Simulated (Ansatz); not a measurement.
SrF2: pressure series

Consider SrF$_{2}$ in the fluorite structure (space group Fm-3m, No. 225; a = 5.758 Å).

Cell and atoms are relaxed at each pressure.

Method: Kohn–Sham DFT with the PBEsol functional, run in Ansatz (an electronic-structure program) with PAW and 420 eV plane waves, no spin-orbit coupling.

Candidates:
(a) pressure 0.7 GPa
(b) pressure −2 GPa
(c) pressure 1.5 GPa
(d) pressure 0.3 GPa
(e) pressure 5 GPa

Base values:

The band gap is 6.90 eV.

Task: Order them by band gap, lowest first.

Result: (b) pressure −2 GPa (6.75 eV), (d) pressure 0.3 GPa (6.92 eV), (a) pressure 0.7 GPa (6.95 eV), (c) pressure 1.5 GPa (7.01 eV), (e) pressure 5 GPa (7.23 eV)

Load acts through the strain it causes; cell and atoms are relaxed under it. Stability against distortions was not tested. Competing high-pressure phases were not computed.
